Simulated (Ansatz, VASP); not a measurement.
Two plane-wave programs on Cs

```
Cs
1.0
    -2.43434    2.43434    2.00825
     2.43434   -2.43434    2.00825
     2.43434    2.43434   -2.00825
Cs
1
Direct
  0.00000 0.00000 0.00000
```

The cell was built by a generator and needn't be a form met in nature.

Alike in both runs: task single point; functional revPBE; k mesh 6 × 6 × 6; no spin polarisation.

|  | VASP | Ansatz |
| --- | --- | --- |
| version | VASP 6.6.1 | Ansatz 0.2.0 |
| potentials or method | VASP PAW PBE potentials, release 64 (Cs_sv) | PAW plane waves |
| plane-wave cutoff (eV) | 520 | 500 |
| occupations | fermi-dirac, width 0.1 eV | fermi-dirac |
| valence electrons in the cell | 9 | 9 |

```csv
,VASP,Ansatz,Ansatz less VASP
gap on the k mesh at the Fermi level (eV),none,none,-
pressure (GPa),6.4,6.3,-0.06
```

A gap of «none» marks a metal or a gap that the smearing closes.

Caveats: the PAW data sets were made with another functional, which shifts forces and pressure a little (VASP). Spin-orbit coupling is left out, which matters for the levels of Cs.
